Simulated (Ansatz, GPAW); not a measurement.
This is a calculation of SrO for Ansatz 0.2.0. 

The input input.yaml:

```yaml
crystal:
  lattice:
    - [0.0, 2.5663, 2.5663]
    - [2.5663, 0.0, 2.5663]
    - [2.5663, 2.5663, 0.0]
  atoms:
    - { symbol: Sr, position: [0.5, 0.5, 0.5] }
    - { symbol: O, position: [0.0, 0.0, 0.0] }
kpoints:
  mp_grid: { grid: [9, 9, 9] }
scf:
  occupations: { method: gaussian, width: 0.013 }
hamiltonian:
  xc: pbe
  pseudopotentials: { kind: all_electron, lapw: { basis_error: 0.001 } }
output:
  forces: true
  stress: true
  eigenvalues: true
```

Potentials or basis: all-electron LAPW, scalar-relativistic.

Run with:

```bash
$ ansatz run input.yaml --threads 1 --pin off --max-ram 3072MiB --backend cpu --events-out ev --progress --plain --runs-dir out
```

Q: What does the same run look like in GPAW 26.7.0 (ASE script)? Potentials or basis there: GPAW PAW data sets (gpaw-data 1.2.1), cutoff 800 eV.

A: As run (cutoffs and basis follow the program's own potentials, and thresholds, step limits or extra output files can differ):

run.py

```python
from ase import Atoms
from ase.dft.bandgap import bandgap
from ase.io import write
from ase.units import GPa
from gpaw import GPAW, PW

atoms = Atoms(['Sr', 'O'],
              cell=[[0.0, 2.5663, 2.5663],
                    [2.5663, 0.0, 2.5663],
                    [2.5663, 2.5663, 0.0]],
              scaled_positions=[[0.5, 0.5, 0.5],
                                [0.0, 0.0, 0.0]],
              pbc=True)

calc = GPAW(mode=PW(800),
            xc='PBE',
            kpts={'size': (9, 9, 9), 'gamma': True},
            occupations={'name': 'methfessel-paxton', 'order': 0, 'width': 0.013000000000000001},
            nbands=16,
            convergence={'density': 1e-05, 'energy': 1e-05},
            maxiter=150,
            txt='gpaw.txt')
atoms.calc = calc
energy = atoms.get_potential_energy()
forces = atoms.get_forces()
stress = atoms.get_stress()
calc.write('gs.gpw')
write('result.traj', atoms)
print(f'Energy: {energy:.6f} eV')
print('Forces (eV/A):')
print(forces.round(4))
print('Stress (GPa):', (stress / GPa).round(3))
print('Fermi level:', round(calc.get_fermi_level(), 4), 'eV')
print(f'Gap: {bandgap(calc)[0]:.4f} eV, direct: {bandgap(calc, direct=True)[0]:.4f} eV')
```

Potentials or basis: GPAW PAW data sets (gpaw-data 1.2.1), pw.

Run with:

```sh
$ OMP_NUM_THREADS=1 python run.py
```

Both were run:

|  | Ansatz | GPAW |
| --- | --- | --- |
| Pressure | 3.3 GPa | 3.8 GPa |

Where Ansatz's input types no cutoff or centring, it takes its own default and a Γ-centred mesh.

Pressure is positive in compression.
